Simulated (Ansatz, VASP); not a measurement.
**KBr in VASP and in Ansatz**

```
K Br
1.0
     0.00000    3.26887    3.26887
     3.26887    0.00000    3.26887
     3.26887    3.26887    0.00000
K Br
1 1
Direct
  0.00000 0.00000 0.00000
  0.50000 0.50000 0.50000
```

Alike in both runs: task single point; functional r2SCAN; k mesh 6 × 6 × 6; occupations gaussian, width 0.02 eV; no spin polarisation.

|  | VASP | Ansatz |
| --- | --- | --- |
| version | VASP 6.6.1 | Ansatz 0.2.0 |
| potentials or method | VASP PAW PBE potentials, release 64 (K_sv, Br) | scalar-relativistic, plane waves, PAW |
| plane-wave cutoff (eV) | 520 | 500 |
| valence electrons in the cell | 16 | 16 |

|  | VASP | Ansatz | Ansatz less VASP |
| --- | --- | --- | --- |
| gap on the k mesh at the Fermi level (eV) | 5.16 | 5.16 | -0.003 |
| least direct gap on the mesh (eV) | 5.16 | 5.16 | -0.003 |
| pressure (GPa) | 0.6 | 0.6 | 0.00 |

Caveats: the PAW data sets were made with another functional, which shifts forces and pressure a little (VASP). r2SCAN opens gaps a little over a GGA but as a rule still falls short of measured ones.
